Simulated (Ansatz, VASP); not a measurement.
## Two plane-wave programs on Eu

```
CELL_PARAMETERS angstrom
2.78165 0.00000 0.00000
0.00000 2.78165 0.00000
0.00000 0.00000 2.78165
ATOMIC_POSITIONS crystal
Eu 0.00000 0.00000 0.00000
```

Change from the starting cell: volume scaled by 0.5, PAW files.

Alike in both runs: task single point; functional PBE; k mesh 11 × 11 × 11; occupations fermi-dirac, width 0.1 eV; collinear spin.

|  | VASP | Ansatz |
| --- | --- | --- |
| version | VASP 6.6.1 | Ansatz 0.2.0 |
| potentials or method | VASP PAW PBE potentials, release 64 (Eu) | PAW with Ansatz's default frozen-core files, scalar-relativistic |
| plane-wave cutoff (eV) | 520 | 420 |
| valence electrons in the cell | 17 | 17 |

VASP gave:

- pressure (GPa): 29.5
- net moment per atom (μB): 7.14
- size of the moment on the site where the two differ most (μB): 6.73

Question: What did Ansatz give for the same quantities?

Answer: Pressure (GPa): 29.2; net moment per atom (μB): 7.14; size of the moment on the site where the two differ most (μB): 6.76.

Site moments also hang on the region over which each program counts them.

Caveats: so large a pressure means that the cell lies far from this level's equilibrium, or that cutoff or potentials fall short (VASP). The state reached can hang on the start; a lower one may exist.
